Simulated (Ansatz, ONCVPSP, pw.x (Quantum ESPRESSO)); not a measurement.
# From atom to crystal: ONCV potential for As (Z = 33)

| Item | Value |
| --- | --- |
| Element | arsenic |
| Generator | ONCVPSP 4.0.1 |
| Type | optimised norm-conserving Vanderbilt (ONCV) |
| Functional | PBE |
| Relativity | scalar-relativistic |
| Frozen core | [Ar] 3d10 |
| Valence charge | 5 |
| Reference configuration | 4s1 4p4 |
| Partial waves | 4s: rc 1.45 bohr, ncon 3, nbas 6, qcut 7.1 1/bohr, 2 projectors, debl 0.7 Ha; 4p: rc 1.70 bohr, ncon 3, nbas 7, qcut 5.2 1/bohr, 1 projector |
| Local potential | polynomial inside 1.30 bohr (lpopt 5, dvloc0 4 Ha) |
| Core correction | none |

Atomic tests: cutoffs needed: 10 Ha and 14 Ha (the cutoffs (Ha) at which the residual kinetic energy of the hardest occupied pseudo-wave falls to 1 and 0.1 mHa per electron); ghost test: ghosts flagged at negative energy: s at -189.2 eV; no localised positive-energy state flagged; a true bound ghost makes a file unfit for plane-wave use; largest excitation error: -20 meV (all-electron minus pseudo) for 4s2 4p1, out of 4 test configurations.

Crystal test: diamond As in pw.x 7.5, no spin, 8³ k-points, Fermi–Dirac smearing 0.01 Ry, cutoffs 35/140 Ry. The reference is all-electron LAPW (Ansatz 0.2.0) with the same functional, mesh and smearing; V0 and B0 come from Birch–Murnaghan fits to the pressures at five volumes. Errors are pseudo minus all-electron; Δ is the rms difference of the E(V) curves that follow from these fits, minima aligned, over ±6 % about the mean V0. Mesh and smearing are coarse, so the numbers serve the comparison and aren't converged zero-temperature values; the lattice is a test structure that the element need not adopt.

```csv
V (Å³/atom),P all-electron (GPa),P pseudo (GPa)
27.211,2.62,-206.53
27.927,1.24,-202.69
28.643,0.02,-199.25
29.359,-1.07,-195.96
30.075,-2.04,-192.11
```

All-electron: a0 = 6.120 Å (V0 = 28.65 Å³/atom), B0 = 46.1 GPa.

Pseudopotential: converged, but broken (pressure over 100 GPa off). The pressure does not cross zero within the volumes sampled, so no fit is given. The pseudo pressure rises with volume over the whole range, a mechanical instability. Note: ghosts flagged at negative energy: s at -189.2 eV; no localised positive-energy state flagged. A true bound ghost makes a file unfit for plane-wave use. A pressure error of this size marks a broken potential; the numbers have no physical meaning.

Q: At the middle volume, how do free energy and pressure move when the wave cutoff is lowered (ecutrho kept at four times it)?

A:

```
cutoff (Ry)  shift of F (meV/atom)  shift of P (GPa)
         16              +165514.4           -938.53
         21               +84652.1           -834.87
         28               +21905.3           -366.01
```

The 8 pw.x runs together took about 29 s on one core of a shared server CPU.
